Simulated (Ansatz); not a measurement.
`CC(C)CCO` + `O/C=C\Cl` → `CO/C=C/Cl` + `CCCCO`  (substitution at a C–C bond)

Gas-phase electronic energies from Ansatz, PBE0-D4/def2-TZVP geometries. CCSD(T)/CBS is the MP2 limit (def2-TZVPP, def2-QZVPP) plus CCSD(T) − MP2 in def2-TZVPP, frozen cores. Double bonds are as drawn, so ΔE can hold a change between cis and trans. DFT in def2-TZVPP. One conformer a species, not always the lowest.

`CC(C)CCO`:

Cartesian coordinates in Å:
```
C 0.909 0.511 -1.736
C 0.550 -0.042 -0.364
C 0.460 -1.560 -0.402
C -0.741 0.598 0.140
C -1.131 0.233 1.560
O -0.135 0.549 2.512
H 1.855 0.097 -2.095
H 0.137 0.259 -2.471
H 1.005 1.600 -1.716
H 1.348 0.231 0.337
H 0.295 -1.985 0.590
H -0.361 -1.885 -1.050
H 1.383 -1.994 -0.794
H -1.569 0.323 -0.527
H -0.649 1.690 0.070
H -2.083 0.720 1.814
H -1.292 -0.843 1.652
H 0.019 1.497 2.482
```

`O/C=C\Cl`:

Cartesian coordinates in Å:
```
O 0.371 0.879 -1.186
C 0.540 0.389 0.049
C -0.233 -0.506 0.653
Cl -1.614 -1.160 -0.152
H -0.416 0.469 -1.570
H 1.406 0.799 0.554
H -0.054 -0.870 1.652
```

`CO/C=C/Cl`:

Cartesian coordinates in Å:
```
C 0.243 -0.158 1.663
O -0.576 0.180 0.563
C 0.050 0.163 -0.630
C -0.632 0.105 -1.766
Cl 0.158 0.171 -3.291
H -0.353 0.003 2.560
H 0.553 -1.207 1.619
H 1.132 0.481 1.703
H 1.136 0.229 -0.619
H -1.710 0.033 -1.804
```

`CCCCO`:

```xyz
15

C     1.747    0.057    1.251
C     0.943   -0.292    0.011
C    -0.514    0.131    0.111
C    -1.312   -0.207   -1.132
O    -2.679    0.130   -1.025
H     1.742    1.135    1.433
H     2.788   -0.260    1.157
H     1.331   -0.428    2.139
H     1.399    0.180   -0.867
H     0.992   -1.372   -0.167
H    -0.566    1.213    0.290
H    -0.987   -0.350    0.975
H    -1.287   -1.285   -1.310
H    -0.856    0.274   -2.010
H    -2.743    1.074   -0.856
```

(1) Is it downhill or uphill in electronic energy at CCSD(T)/CBS, and by how much? (Estimate.)

(2) What do these levels give: PBE0-D4, B2PLYP, CCSD/def2-TZVPP, CCSD(T)/def2-TZVPP, SCS-MP2/def2-QZVPP, MP2/CBS(def2)? (Estimate.)

Largest T1 diagnostic among the species: 0.012.

Answers

(1) Computed: Uphill: ΔE = +71.2 kJ/mol.

(2) The calculation gave: PBE0-D4 68.8, B2PLYP 60.9, CCSD/def2-TZVPP 65.9, CCSD(T)/def2-TZVPP 68.5, SCS-MP2/def2-QZVPP 67.9, MP2/CBS(def2) 78.3 kJ/mol.

In def2-TZVPP, CCSD(T) changes the Hartree–Fock value by +22.3 kJ/mol (the triples alone add +2.6 kJ/mol) and MP2 by +29.4 kJ/mol. The D4 term adds +8.6 kJ/mol with B3LYP and +4.7 kJ/mol with PBE0; it sums over pairs of atoms, weighted by their polarisabilities, and B3LYP, whose exchange is more repulsive, gets the larger term.

B3LYP here is the variant with VWN-RPA as its local correlation; programs differ in this.
